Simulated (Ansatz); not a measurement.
Clusters are cut from relaxed bulk BAs (F-43m, 13.90 Å³/atom, gap on the mesh 1.20 eV) and relaxed in a periodic box with vacuum; the excess energy counts from that bulk. Caps count from half an H2 molecule.

The calculation used DFT PBE, scalar-relativistic, plane waves, PAW (Ansatz 0.2.0).

Plane waves to 420 eV, a k mesh through Γ of 1×1×1 on the computed 34-atom cell and Gaussian smearing (0.05 eV); no spin polarisation.

Start (B7As7H20, sphere cut):

```xyz
34
Lattice="15.1000 0.0000 0.0000 0.0000 15.4000 0.0000 0.0000 0.0000 15.7000" Properties=species:S:1:pos:R:3 pbc="T T T"
B     5.8420    5.9920    6.1420
As    7.0442    7.1942    4.9397
As    7.0442    7.1942    9.7486
B     5.8420    8.3964    8.5464
B    10.6508    8.3964    8.5464
As    7.0442    4.7897    7.3442
As    7.0442    9.5986    7.3442
B     8.2464    5.9920    8.5464
B     8.2464   10.8008    8.5464
As    4.6397    7.1942    7.3442
As    9.4486    7.1942    7.3442
B     8.2464    8.3964    6.1420
B     8.2464    8.3964   10.9508
As    9.4486    9.5986    9.7486
H     5.1549    5.3049    5.4549
H     6.1666    8.0717    4.0622
H     7.9217    6.3166    4.0622
H     6.1666    6.3166   10.6261
H     5.1549    9.0834    9.2334
H    11.3378    7.7093    9.2334
H    11.3378    9.0834    7.8593
H     6.1666    3.9122    8.2217
H     7.9217    3.9122    6.4666
H     6.1666   10.4761    6.4666
H     8.9334    5.3049    9.2334
H     7.5593   11.4878    9.2334
H     8.9334   11.4878    7.8593
H     3.7622    6.3166    8.2217
H     3.7622    8.0717    6.4666
H    10.3261    6.3166    6.4666
H     8.9334    9.0834    5.4549
H     7.5593    9.0834   11.6378
H     8.9334    7.7093   11.6378
H    10.3261   10.4761   10.6261
```

Task: What does the relaxation give?

Result: The free energy falls by 21 meV/atom.

| Quantity | Value |
| --- | --- |
| excess energy (eV per host atom) | 0.070 |
| gap on the mesh (eV) | 3.93 |
| highest filled level or Fermi level under vacuum (eV) | 5.91 |

Relaxed structure:
```yaml
crystal:
  lattice:
    - [15.10000, 0.00000, 0.00000]
    - [0.00000, 15.40000, 0.00000]
    - [0.00000, 0.00000, 15.70000]
  atoms:
    - { symbol: B, position: [0.38478, 0.38704, 0.38920] }
    - { symbol: As, position: [0.46735, 0.46799, 0.32056] }
    - { symbol: As, position: [0.47066, 0.47124, 0.62075] }
    - { symbol: B, position: [0.38750, 0.54694, 0.54605] }
    - { symbol: B, position: [0.70954, 0.54682, 0.54592] }
    - { symbol: As, position: [0.46735, 0.31705, 0.46860] }
    - { symbol: As, position: [0.47066, 0.62310, 0.47179] }
    - { symbol: B, position: [0.54788, 0.38970, 0.54606] }
    - { symbol: B, position: [0.54775, 0.70545, 0.54591] }
    - { symbol: As, position: [0.31340, 0.46799, 0.46860] }
    - { symbol: As, position: [0.62554, 0.47124, 0.47180] }
    - { symbol: B, position: [0.54789, 0.54696, 0.39181] }
    - { symbol: B, position: [0.54774, 0.54681, 0.70152] }
    - { symbol: As, position: [0.62311, 0.62071, 0.61841] }
    - { symbol: H, position: [0.33893, 0.34206, 0.34507] }
    - { symbol: H, position: [0.40988, 0.51767, 0.25789] }
    - { symbol: H, position: [0.51802, 0.41163, 0.25789] }
    - { symbol: H, position: [0.40982, 0.41157, 0.67167] }
    - { symbol: H, position: [0.33905, 0.59076, 0.58902] }
    - { symbol: H, position: [0.75122, 0.49710, 0.58988] }
    - { symbol: H, position: [0.75121, 0.59163, 0.49715] }
    - { symbol: H, position: [0.40988, 0.25316, 0.51733] }
    - { symbol: H, position: [0.51802, 0.25317, 0.41332] }
    - { symbol: H, position: [0.40982, 0.67501, 0.41326] }
    - { symbol: H, position: [0.59257, 0.34218, 0.58903] }
    - { symbol: H, position: [0.49704, 0.74632, 0.58987] }
    - { symbol: H, position: [0.59345, 0.74631, 0.49714] }
    - { symbol: H, position: [0.24825, 0.41163, 0.51733] }
    - { symbol: H, position: [0.24825, 0.51767, 0.41331] }
    - { symbol: H, position: [0.67849, 0.41158, 0.41326] }
    - { symbol: H, position: [0.59257, 0.59077, 0.34520] }
    - { symbol: H, position: [0.49704, 0.59163, 0.74160] }
    - { symbol: H, position: [0.59345, 0.49709, 0.74160] }
    - { symbol: H, position: [0.68116, 0.67763, 0.67424] }
```

Each run keeps its start's symmetry and one magnetic start, so lower states can exist.

The run took 26 s on 4 threads of AMD EPYC 9R45 96-Core Processor (Zen 5), with other jobs on the host, peak memory 2.3 GiB.